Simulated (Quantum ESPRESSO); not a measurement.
## CdO2 under changes of volume

One of the cells (14.470 Å³/atom); the others are scaled copies at fixed shape and fractional positions:

```xyz
3
Lattice="3.4762 0.0000 0.0000 -1.7381 3.0105 0.0000 0.0000 0.0000 4.1481" Properties=species:S:1:pos:R:3 pbc="T T T"
Cd    0.0000    0.0000    0.0000
O     0.0000    2.0070    1.0130
O     1.7381    1.0035    3.1350
```

The cell comes from a database or a generator and needn't be the stable form of this composition.

```yaml
Program: Quantum ESPRESSO 7.5
Functional: r2SCAN
Potentials_or_basis: SG15 PBE 1.2
Cutoff: 1197 eV
Density_cutoff: 4789 eV
k_mesh: 6 × 6 × 5
Occupations: fermi-dirac, width 0.05 eV
Spin: no spin polarisation
```

```csv
volume (Å³/atom),energy over the lowest point (meV/atom),pressure (GPa)
13.602,0.00,-5.5
13.891,11.90,-7.3
14.181,26.80,-8.9
14.470,44.33,-10.2
14.760,64.14,-11.4
15.049,?,?
15.338,109.39,-13.3
```

Problem. What does the run at 15.049 Å³/atom give?

Solution. Energy over the lowest point 85.91 meV/atom; pressure -12.4 GPa.

Worked out: A Birch-Murnaghan fit of order 3 (a polynomial in V^(-2/3)) to the other rows has no minimum within the range. It gives 85.91 meV/atom at 15.049 Å³/atom, against the run's 85.91, and -dE/dV = -12.6 GPa, against -12.4.

Energies are extrapolated to zero smearing.

Caveats: the potentials were made for another functional, which shifts forces and pressure.
